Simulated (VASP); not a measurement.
Given:

```yaml
crystal:
  lattice:
    - [4.27035, 0.00000, 0.00000]
    - [0.00000, 4.27035, 0.00000]
    - [0.00000, 0.00000, 4.27035]
  atoms:
    - { symbol: Ba, position: [0.00000, 0.00000, 0.00000] }
    - { symbol: Sn, position: [0.50000, 0.50000, 0.50000] }
    - { symbol: O, position: [0.50000, 0.00000, 0.50000] }
    - { symbol: O, position: [0.00000, 0.50000, 0.50000] }
    - { symbol: O, position: [0.50000, 0.50000, 0.00000] }
```

Method: PBE GGA, VASP's PBE PAW potentials (set 64) (plane waves; VASP). Run with 520 eV cut-off, 5×5×5 Γ-centred mesh, Gaussian smearing of 0.050 eV, potentials Ba_sv Sn_d O.

Unless said otherwise, spin-orbit coupling is left out, though it shifts the bands of the heavy elements here.

### Question
What does the run give for the energy per atom (σ→0), pressure, band gap (on the k-mesh) with the smallest direct gap where there is one?

### Answer

* **band gap (on the k-mesh)**: none (metal, semimetal or under 0.01 eV)
* **energy per atom (σ→0)**: -6.268 eV/atom
* **pressure**: -6.36 GPa

Only differences to runs with the same potentials and settings are physical.

The compound is BaSnO3 in the cubic perovskite structure. This cell is one point of a volume scan, at 1.06 of the reference volume.
